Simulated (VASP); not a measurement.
# A vacancy on the Zn site in a supercell of ZnCu, part 5 of 5

How easily does a vacancy on the Zn site form in ZnCu? The host is relaxed first, then a supercell is run with and without the defect. The start is a cell from a database of measured crystal structures.

VASP 6.6.1, plane waves and PAW; the level of theory is named at each step.

So far. Step 5 (Reference Cu): The run ended after 7 ionic steps, 0.013 eV below its first step, once forces and stress met EDIFFG = -0.02. Step 5 (Reference Cu): Energy at zero smearing: -4.31643 eV.

### Step 6. Relaxing the defect

This step: PBEsol; plane waves and PAW (Zn, Cu) (VASP 6.6.1).

System of this step: Zn15Cu16. The cell holds 31 atoms: 15 Zn and 16 Cu. Cell: a = 8.221 Å, b = 8.221 Å, c = 8.221 Å, α = 60.0°, β = 60.0°, γ = 60.0°. It derives from ZnCu. Nearest the centre at fractional (0.125, 0.125, 0.125): Cu16 at 2.52 Å, Cu26 at 2.52 Å, Cu25 at 2.52 Å, Cu23 at 2.52 Å, Cu20 at 2.52 Å, Cu19 at 2.52 Å, Cu18 at 2.52 Å, Cu17 at 2.52 Å.

The host is treated as a metal, since its gap is under 0.3 eV or closed. The run keeps 48 symmetry operations, which cuts the number of k-points but bars distortions that break them. The atoms relax at the host's fixed cell.

Input file INCAR:

```
SYSTEM = Zn15Cu16
PREC = Normal
ENCUT = 300
EDIFF = 1E-05
NELM = 120
ISMEAR = 1
SIGMA = 0.2
LREAL = Auto
ALGO = Fast
GGA = PS
NBANDS = 208
LASPH = .TRUE.
LORBIT = 11
LWAVE = .FALSE.
LCHARG = .TRUE.
KPAR = 4
IBRION = 2
NSW = 50
ISIF = 2
EDIFFG = -0.03
POTIM = 0.4
MAXMIX = 40
ISYM = 2
```

Input file POSCAR:

```
Zn15Cu16
1.0
    0.0000000000      5.8131575078      5.8131575078
    5.8131575078      0.0000000000      5.8131575078
    5.8131575078      5.8131575078      0.0000000000
Zn Cu
15 16
Direct
    0.6250000000      0.1250000000      0.1250000000
    0.1250000000      0.6250000000      0.1250000000
    0.1250000000      0.1250000000      0.6250000000
    0.3750000000      0.3750000000      0.3750000000
    0.6250000000      0.6250000000      0.1250000000
    0.6250000000      0.1250000000      0.6250000000
    0.8750000000      0.3750000000      0.3750000000
    0.1250000000      0.6250000000      0.6250000000
    0.3750000000      0.8750000000      0.3750000000
    0.3750000000      0.3750000000      0.8750000000
    0.6250000000      0.6250000000      0.6250000000
    0.8750000000      0.8750000000      0.3750000000
    0.8750000000      0.3750000000      0.8750000000
    0.3750000000      0.8750000000      0.8750000000
    0.8750000000      0.8750000000      0.8750000000
    0.0000000000      0.0000000000      0.0000000000
    0.5000000000      0.0000000000      0.0000000000
    0.0000000000      0.5000000000      0.0000000000
    0.0000000000      0.0000000000      0.5000000000
    0.2500000000      0.2500000000      0.2500000000
    0.5000000000      0.5000000000      0.0000000000
    0.5000000000      0.0000000000      0.5000000000
    0.7500000000      0.2500000000      0.2500000000
    0.0000000000      0.5000000000      0.5000000000
    0.2500000000      0.7500000000      0.2500000000
    0.2500000000      0.2500000000      0.7500000000
    0.5000000000      0.5000000000      0.5000000000
    0.7500000000      0.7500000000      0.2500000000
    0.7500000000      0.2500000000      0.7500000000
    0.2500000000      0.7500000000      0.7500000000
    0.7500000000      0.7500000000      0.7500000000
```

Input file KPOINTS:

```
Automatic mesh
0
Gamma
4 4 4
0 0 0
```

PAW data sets: Zn and Cu (PBE family, release 64).

Command:

```
$ mpirun -np 4 vasp_std
```

What it wrote:

```text
[banner, memory and clock lines left out]
running    4 mpi-ranks, on    1 nodes
 distrk:  each k-point on    1 cores,    4 groups
 distr:  one band on    1 cores,    1 groups

 POSCAR found type information on POSCAR ZnCu
 POSCAR found :  2 types and      31 ions
 [... a notice as in an earlier step ...]

 LDA part: xc-table for (Slater+PW92), standard interpolation
 POSCAR, INCAR and KPOINTS ok, starting setup
 FFT: planning ... GRIDC
 FFT: planning ... GRID_SOFT
 FFT: planning ... GRID
 WAVECAR not read
 entering main loop
       N       E                     dE             d eps       ncg     rms          rms(c)
DAV:   1     0.293781423144E+04    0.29378E+04   -0.10478E+05  3328   0.196E+03
DAV:   2     0.391017484668E+03   -0.25468E+04   -0.24708E+04  3328   0.508E+02
DAV:   3    -0.907952670109E+02   -0.48181E+03   -0.45518E+03  3344   0.229E+02
DAV:   4    -0.114968229998E+03   -0.24173E+02   -0.23655E+02  3720   0.660E+01
DAV:   5    -0.115451877487E+03   -0.48365E+00   -0.48150E+00  4168   0.900E+00    0.416E+01
RMM:   6    -0.110984188708E+03    0.44677E+01   -0.29742E+02  3328   0.866E+01    0.271E+01
RMM:   7    -0.944366734055E+02    0.16548E+02   -0.85714E+01  3331   0.453E+01    0.874E+00
RMM:   8    -0.944458924795E+02   -0.92191E-02   -0.12842E+00  3359   0.479E+00    0.476E+00
RMM:   9    -0.943967794171E+02    0.49113E-01   -0.62889E-01  3445   0.281E+00    0.110E+00
RMM:  10    -0.943873443133E+02    0.94351E-02   -0.15238E-01  3381   0.167E+00    0.442E-01
RMM:  11    -0.943916769261E+02   -0.43326E-02   -0.88350E-02  3504   0.853E-01    0.314E-01
RMM:  12    -0.943920760198E+02   -0.39909E-03   -0.12224E-02  3657   0.401E-01    0.234E-01
RMM:  13    -0.943917541136E+02    0.32191E-03   -0.32630E-03  3341   0.255E-01    0.162E-01
RMM:  14    -0.943915196400E+02    0.23447E-03   -0.22729E-03  3333   0.212E-01    0.648E-02
RMM:  15    -0.943915070125E+02    0.12628E-04   -0.37328E-04  3545   0.750E-02    0.373E-02
RMM:  16    -0.943914977577E+02    0.92548E-05   -0.94761E-05  3116   0.326E-02
   1 F= -.94391498E+02 E0= -.94382250E+02  d E =-.943915E+02
 curvature:   0.00 expect dE= 0.000E+00 dE for cont linesearch  0.000E+00
 trial: gam= 0.00000 g(F)=  0.268E-01 g(S)=  0.000E+00 ort = 0.000E+00 (trialstep = 0.100E+01)
 search vector abs. value=  0.268E-01
 bond charge predicted
       N       E                     dE             d eps       ncg     rms          rms(c)
DAV:   1    -0.944094212667E+02   -0.17914E-01   -0.58661E+00  3600   0.534E+00    0.206E-01
RMM:   2    -0.944161995372E+02   -0.67783E-02   -0.54092E-02  3344   0.112E+00    0.391E-01
RMM:   3    -0.944157705061E+02    0.42903E-03   -0.18503E-02  3738   0.486E-01    0.158E-01
RMM:   4    -0.944158274044E+02   -0.56898E-04   -0.52469E-03  3591   0.283E-01    0.136E-01
RMM:   5    -0.944156902897E+02    0.13711E-03   -0.31792E-03  3461   0.250E-01    0.130E-01
RMM:   6    -0.944155619780E+02    0.12831E-03   -0.96223E-04  3366   0.143E-01    0.273E-02
RMM:   7    -0.944155656063E+02   -0.36283E-05   -0.26030E-04  3533   0.553E-02    0.165E-02
RMM:   8    -0.944155697283E+02   -0.41220E-05   -0.33928E-05  2239   0.199E-02
   2 F= -.94415570E+02 E0= -.94405973E+02  d E =-.240720E-01
[... from here on, the cycles between the ionic steps are left out ...]
   3 F= -.94446619E+02 E0= -.94436401E+02  d E =-.551208E-01
   4 F= -.94450212E+02 E0= -.94439057E+02  d E =-.587142E-01
   5 F= -.94458579E+02 E0= -.94447816E+02  d E =-.670808E-01
   6 F= -.94469899E+02 E0= -.94459016E+02  d E =-.113206E-01
   7 F= -.94479615E+02 E0= -.94468494E+02  d E =-.210360E-01
   8 F= -.94480302E+02 E0= -.94469082E+02  d E =-.217231E-01
   9 F= -.94483050E+02 E0= -.94471760E+02  d E =-.274836E-02
 trial-energy change:   -0.002748  1 .order   -0.002657   -0.003405   -0.001908
 step:   4.6031(harm=  5.9095)  dis= 0.00628  next Energy=   -94.483829 (dE=-0.353E-02)
 bond charge predicted
       N       E                     dE             d eps       ncg     rms          rms(c)
DAV:   1    -0.944827327771E+02    0.32390E-03   -0.16585E+00  3520   0.290E+00    0.844E-02
RMM:   2    -0.944836695094E+02   -0.93673E-03   -0.10527E-02  3350   0.530E-01    0.368E-02
RMM:   3    -0.944840186531E+02   -0.34914E-03   -0.32969E-03  3349   0.198E-01    0.442E-02
RMM:   4    -0.944840678468E+02   -0.49194E-04   -0.64904E-04  4050   0.887E-02    0.260E-02
RMM:   5    -0.944840670434E+02    0.80340E-06   -0.71695E-05  2186   0.267E-02
  10 F= -.94484067E+02 E0= -.94472721E+02  d E =-.376535E-02
 curvature:  -3.66 expect dE=-0.905E-04 dE for cont linesearch -0.217E-04
 trial: gam=-0.09387 g(F)=  0.247E-04 g(S)=  0.000E+00 ort = 0.107E-03 (trialstep = 0.300E+01)
 search vector abs. value=  0.216E-04
 reached required accuracy - stopping structural energy minimisation
```

Wall time 12 min (4 MPI ranks of Intel Xeon Platinum 8259CL at 2.50GHz (Skylake/Cascade Lake), shared host); peak memory 1.5 GiB; 43 min of CPU time.

OUTCAR, selected parts (step 6):

```text
   k-points           NKPTS =      8   k-points in BZ     NKDIM =      8   number of bands    NBANDS=    208

   NELECT =     356.0000    total number of electrons

 E-fermi :   5.4020

 k-point     1 :       0.0000    0.0000    0.0000
  band No.  band energies     occupation
    ...
    172       3.5008      2.00000
    173       3.5008      2.00000
    174       4.0235      2.00000
    175       4.0235      2.00000
    176       4.0235      2.00000
    177       7.4311     -0.00000
    178       7.4311     -0.00000
    179       7.7829     -0.00000
    180       7.7829     -0.00000
    181       7.7829     -0.00000
    ...

  Total       -6.4369505     -6.4369505     -6.4369505     -0.0000000      0.0000000     -0.0000000
  in kB      -26.2497087    -26.2497087    -26.2497087     -0.0000000      0.0000000     -0.0000000
  external PRESSURE =     -26.2497087 kB  Pullay stress =       0.0000000 kB

 POSITION                                       TOTAL-FORCE (eV/Angst)
 -----------------------------------------------------------------------------------
      1.45329      4.35987      4.35987        -0.000000      0.000000      0.000000
      4.35987      1.45329      4.35987        -0.000000      0.000000      0.000000
      4.35987      4.35987      1.45329        -0.000000      0.000000      0.000000
      4.35987      4.35987      4.35987        -0.000000      0.000000      0.000000
      4.35987      4.35987      7.26645        -0.000000      0.000000      0.000000
      4.35987      7.26645      4.35987        -0.000000      0.000000      0.000000
      4.36892      7.26645      7.26645         0.002212      0.000000      0.000000
      7.26645      4.35987      4.35987        -0.000000      0.000000      0.000000
      7.26645      4.36892      7.26645        -0.000000      0.002212      0.000000
      7.26645      7.26645      4.36892        -0.000000      0.000000      0.002212
      7.26645      7.26645      7.26645        -0.000000      0.000000      0.000000
      7.26645      7.26645     10.16397        -0.000000      0.000000     -0.002212
      7.26645     10.16397      7.26645        -0.000000     -0.002212      0.000000
     10.16397      7.26645      7.26645        -0.002212      0.000000      0.000000
     10.17303     10.17303     10.17303        -0.000000      0.000000      0.000000
      0.05206      0.05206      0.05206        -0.001835     -0.001835     -0.001835
      0.05206      2.85452      2.85452        -0.001835      0.001835      0.001835
      2.85452      0.05206      2.85452         0.001835     -0.001835      0.001835
      2.85452      2.85452      0.05206         0.001835      0.001835     -0.001835
      2.85452      2.85452      2.85452         0.001835      0.001835      0.001835
      2.90887      2.90887      5.81087         0.004703      0.004703     -0.004703
      2.90887      5.81087      2.90887         0.004703     -0.004703      0.004703
      2.85452      5.86521      5.86521         0.001835     -0.001835     -0.001835
      5.81087      2.90887      2.90887        -0.004703      0.004703      0.004703
[...]
-----------------------------------------------------------------------------------
    total drift:                               -0.000000     -0.000000      0.000000

  FREE ENERGIE OF THE ION-ELECTRON SYSTEM (eV)
  ---------------------------------------------------
  free  energy   TOTEN  =       -94.4840670434 eV

  energy  without entropy=      -94.4500277439  energy(sigma->0) =      -94.47272061

[... 6 parts as in an earlier step ...]

[... 11 further parts left out ...]
```

Relaxation path:

```
step  energy less that of the first step (eV)  largest force (eV/Å)
   1                                   0.0000                0.2722
   2                                  -0.0241                0.2198
   3                                  -0.0551                0.1333
   4                                  -0.0587                0.2672
   5                                  -0.0671                0.1503
   6                                  -0.0784                0.1044
   7                                  -0.0881                0.0439
   8                                  -0.0888                0.0657
   9                                  -0.0916                0.0349
  10                                  -0.0926                0.0081
```

The atoms that moved most (Å):

```
atom      dx      dy      dz  length
Cu20  -0.052  -0.052  -0.052   0.090
Cu16   0.052   0.052   0.052   0.090
Cu25   0.052  -0.052   0.052   0.090
Cu26   0.052   0.052  -0.052   0.090
Cu19  -0.052  -0.052   0.052   0.090
Cu18  -0.052   0.052  -0.052   0.090
Cu17   0.052  -0.052  -0.052   0.090
Cu23  -0.052   0.052   0.052   0.090
```

Final coordinates:

```xyz
31
Lattice="0.0000 5.8132 5.8132 5.8132 0.0000 5.8132 5.8132 5.8132 0.0000" Properties=species:S:1:pos:R:3 pbc="T T T"
Zn    1.4533    4.3599    4.3599
Zn    4.3599    1.4533    4.3599
Zn    4.3599    4.3599    1.4533
Zn    4.3599    4.3599    4.3599
Zn    4.3599    4.3599    7.2664
Zn    4.3599    7.2664    4.3599
Zn    4.3689    7.2664    7.2664
Zn    7.2664    4.3599    4.3599
Zn    7.2664    4.3689    7.2664
Zn    7.2664    7.2664    4.3689
Zn    7.2664    7.2664    7.2664
Zn    7.2664    7.2664   10.1640
Zn    7.2664   10.1640    7.2664
Zn   10.1640    7.2664    7.2664
Zn   10.1730   10.1730   10.1730
Cu    0.0521    0.0521    0.0521
Cu    0.0521    2.8545    2.8545
Cu    2.8545    0.0521    2.8545
Cu    2.8545    2.8545    0.0521
Cu    2.8545    2.8545    2.8545
Cu    2.9089    2.9089    5.8109
Cu    2.9089    5.8109    2.9089
Cu    2.8545    5.8652    5.8652
Cu    5.8109    2.9089    2.9089
Cu    5.8652    2.8545    5.8652
Cu    5.8652    5.8652    2.8545
Cu    5.8109    5.8109    5.8109
Cu    5.8109    5.8109    8.7220
Cu    5.8109    8.7220    5.8109
Cu    8.7220    5.8109    5.8109
Cu    8.7220    8.7220    8.7220
```

Numbers from this step:

- electronic cycles: 93
- electrons: 356
- free energy (TOTEN): -94.4841 eV
- energy at zero smearing: -94.4727 eV
- Fermi energy: 5.402 eV

Valence density in the ac plane at fractional y = 0.125, through the centre, with atoms of Zn within 0.45 Å of it. It is the smooth field of the valence electrons, not physical close to the nuclei.

Ten steps, logarithmic in the rise over the least value, from '0' (0 e/Å³) to '9' (16 e/Å³), each cell a mean:
```
21100001123321112111233
22111111123321111111123
22111221112221112221112
11112232211111112222111
11111233211111112332211
22221223211223211232211
36652112211256642122212
37986211111258974111111
26998411111148996211111
14788421111125886311111
12355321222212455211222
21122211223221122211233
32111111123321111111233
22111111112221111111122
21112222111221112222111
11111232211111112332111
00001233211122111233210
00000122211234421222210
00000011211258862112110
00000001111258985211110
00000001111137996211111
10000001122124676211221
21000001223211233211222
```
Columns run along a (8.2 Å), rows up along c (8.2 Å). Atoms in or near the plane, at fractional coordinates: Zn at (0.63, 0.13), Zn at (0.13, 0.63), Zn at (0.63, 0.63).

The run ended after 10 ionic steps, 0.093 eV below its first step, once the forces on the free atoms met EDIFFG = -0.03.

The 8 first neighbours (Cu) lie 2.52 Å from the site in the perfect crystal and 2.43 Å on average after the relaxation (-3.6 %).

### Step 7. Formation energies

This step: point defect, PBEsol; plane waves and PAW (VASP 6.6.1).

No new run; the numbers come from the runs before.

This step gave:

| Property | Result |
| --- | --- |
| formation energy of the neutral defect | 1.500 eV |
| host formation enthalpy | -0.09438 eV/atom |

Formation energy:

```
formation energy (eV)  largest move (Å)
                  1.5           0.09016
```

The formation energy is the energy of the relaxed defect cell less that of the perfect cell, with each removed atom booked to its reference and each added atom taken from it.

References, in eV an atom: Zn -1.593 (crystal P6_3/mmc) and Cu -4.316 (crystal Fm-3m). They were run at the supercell's cutoff and functional, without U, and count both elements from their own phases.

### Step 8. Summary of results

| Property | Result |
| --- | --- |
| formation energy at charge 0 | 1.500 eV |
| host formation enthalpy | -0.0944 eV/atom |

**Reading.** A vacancy on the Zn site costs 1.50 eV, with every exchanged atom at the energy of its element. The 8 first neighbours (Cu) lie 2.52 Å from the site in the perfect crystal and 2.43 Å on average after the relaxation (-3.6 %). With metallic smearing the value can move by tenths of an eV with the k mesh. The supercell of 32 atoms is small, so interactions between images remain.

[Lines on the potential files, build, host, timing and source positions are cut from VASP's logs without a mark.]

[Logs are printed without paths, hosts, clocks, repeated set-up lines and the standing remarks that a program may print on its own settings, such as how far it seeks lower states.]

[Hosts, paths, dates, database ids (printed as entryN), source tags and the programs' standing remarks are cut or masked in the printed files.]

[In band tables of VASP the shares of atoms and orbitals are scaled to a sum of 1 inside the atoms' spheres.]

[Runs that stopped without an error message from VASP are left out.]
